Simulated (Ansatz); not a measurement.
N: a sweep of one setting

```yaml
crystal:
  lattice:
    - [0.00000, 2.09207, 2.09207]
    - [2.09207, 0.00000, 2.09207]
    - [2.09207, 2.09207, 0.00000]
  atoms:
    - { symbol: N, position: [0.00000, 0.00000, 0.00000] }
    - { symbol: N, position: [0.25000, 0.25000, 0.25000] }
```

Atom numbers follow the list: N1, N2.

The conventional cell has a = 4.184 Å, b = 4.184 Å, c = 4.184 Å, α = 90.00°, β = 90.00°, γ = 90.00°. Around N (atom 1) lie 4 N at 1.81 Å.

The cell was built from the diamond type and relaxed in the same program, and has space group Fd-3m; it needn't be a known or the stable phase.

The calculation used DFT, PBE, PAW with Ansatz's default frozen-core files, scalar-relativistic (Ansatz 0.2.0).

Numerical set-up: a Γ-centred 13×13×13 k mesh, Fermi–Dirac smearing of 0.08 eV, cutoff 420 eV, no spin polarisation. One setting is then changed at a time.

```csv
k mesh,free energy less the base's (meV/atom),P (GPa)
13×13×13 (base),0.0,-0.01
4×4×4,-97.5,-3.99
6×6×6,-2.1,1.02
10×10×10,6.3,0.54
18×18×18,3.3,0.41
```
